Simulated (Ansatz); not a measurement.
A plane-wave DFT run in Ansatz 0.2.0 (scalar-relativistic PAW potentials unless the input names others): input and command.

```yaml
crystal:
  lattice:
    - [0.0, 2.179, 2.179]
    - [2.179, 0.0, 2.179]
    - [2.179, 2.179, 0.0]
  atoms:
    - { symbol: Ta, position: [0.5, 0.5, 0.5] }
    - { symbol: "N", position: [0.0860486462, -0.0860486462, 0.0860486462] }
basis:
  ecutwfc: 420
kpoints:
  mp_grid: { grid: [14, 14, 14] }
hamiltonian:
  xc: pbesol
scf:
  occupations: { method: gaussian, width: 0.1 }
  mixing: { preconditioner: kerker_dos }
output:
  forces: true
  eigenvalues: true
  stress: true
```

```bash
ansatz run input.yaml --threads 1 --pin off --max-ram 1331MiB --backend cpu --events-out ev --progress --plain --runs-dir out
```

Abridged log:
```
Basis set: ecut = 420 eV, 411 PW (Γ), exchange–correlation on 48×48×48 points (8 copies of the dense FFT grid, shifted against one another)
Bands: 13, of which v1, the nominal top of the filled ones, is band 9 counted from 1 (8 counted from 0)
Symmetry: 8 space group operations
k-points: 244 of 2744 (time reversal used)
SCF iter   1: F=—  HF=-10186.169469 eV  |F-HF|=—  |Δ(HF+E_count)|=         —  Δρ=2.48e-2  dr2=1.28e-1  ethr=1.77e-3  ⟨swp⟩=5.5  Hψ=16546  notcnv=0
SCF iter   2: F=—  HF=-10186.139088 eV  |F-HF|=—  |Δ(HF+E_count)|=   3.04e-2  Δρ=6.41e-3  dr2=8.19e-3  ethr=7.13e-4  ⟨swp⟩=2.0  Hψ=5827  notcnv=0  defer=14
SCF iter   3: F=—  HF=-10186.137466 eV  |F-HF|=—  |Δ(HF+E_count)|=   1.62e-3  Δρ=2.57e-3  dr2=9.18e-4  ethr=4.55e-5  ⟨swp⟩=2.2  Hψ=3883  notcnv=0  defer=14
SCF iter   4: F=—  HF=-10186.137294 eV  |F-HF|=—  |Δ(HF+E_count)|=   1.71e-4  Δρ=3.68e-4  dr2=2.05e-5  ethr=5.10e-6  ⟨swp⟩=2.2  Hψ=5093  notcnv=0  defer=14
SCF iter   5: F=—  HF=-10186.137291 eV  |F-HF|=—  |Δ(HF+E_count)|=   3.69e-6  Δρ=6.39e-5  dr2=4.65e-7  ethr=1.14e-7  ⟨swp⟩=1.6  Hψ=3871  notcnv=0  defer=14
SCF iter   6: F=-10186.137291 eV  HF=-10186.137291 eV  |F-HF|=9.35e-9  |Δ(HF+E_count)|=   2.96e-8  Δρ=1.37e-5  dr2=2.94e-8  ethr=5.56e-10  ⟨swp⟩=6.2  Hψ=15171  notcnv=0
SCF 1 converged in 6 iterations: F = -10186.137291 eV  dr2 = 2.94e-8
SCF converged after 6 iterations
Free energy (F): -10186.137291 eV
Harris-Foulkes:  -10186.137291 eV  (|F-HF|=9.35e-9)
Internal energy: -10186.132317 eV  (E = F + TS)
E sigma→0 (E₀):  -10186.134804 eV
Entropy (-TS):   -0.004974 eV (-2.487 meV/atom)
Fermi energy:    21.993318 eV
--- Forces (eV/Å), atoms counted from 1 ---
  atom   1  Ta     0.00000000     6.40574298     0.00000000
  atom   2  N      0.00000000    -6.40584714     0.00000000
--- Stress (GPa, compression-positive) ---
        5.294245       0.000000       0.000000
        0.000000      87.710703       0.000000
        0.000000       0.000000       5.294245
  P = ⅓ Tr σ = 32.7664 GPa (327.664 kbar)
```

Apart from outputs and empty bands, the input differs from a reference run on usual settings in scf.mixing.preconditioner: not typed → "kerker_dos". The reference, at the same geometry (not necessarily relaxed), gave pressure 32.77 GPa, largest force 6.406 eV/Å, no gap on the mesh. This run converged in 6 SCF iterations (reference: 6) with an energy at zero smearing within 0.01 meV/atom of the reference's, pressure 32.77 GPa, largest force 6.406 eV/Å, no gap on the mesh.